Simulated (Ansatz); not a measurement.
## Ni in Ansatz: the effect of starting spin order

The system is Ni.

```xyz
1
Lattice="-1.3837 1.3837 1.3837 1.3837 -1.3837 1.3837 1.3837 1.3837 -1.3837" Properties=species:S:1:pos:R:3 pbc="T T T"
Ni    0.0000    0.0000    0.0000
```

This isn't the form of Ni at room conditions, which is fcc.

Alike in all runs:

| Property | Result |
| --- | --- |
| Program | Ansatz 0.2.0 |
| Task | single point |
| Functional | PBE |
| Potentials or basis | Ansatz PAW |
| Cutoff | 420 eV (not typed: the program's choice for these potentials) |
| k mesh | 13 × 13 × 13 |
| Occupations | fermi-dirac, width 0.05 eV |

```tsv
starting spin order	spin	starting moments	energy over the lowest run (meV/atom)	pressure (GPa)	final net moment (μB)	final largest site moment (μB)
spin off	no spin polarisation	-	?	?	?	?
fm	collinear spin, ferromagnetic start	[1.0] μB	0.0	7.8	0.59	0.62
random	collinear spin, random start	[0.83] μB	0.0	7.8	0.59	0.62
```

What does the run with starting spin order spin off give?

Energy over the lowest run 13.0 meV/atom; pressure 5.8 GPa; final net moment 0.00 μB; final largest site moment 0.00 μB.
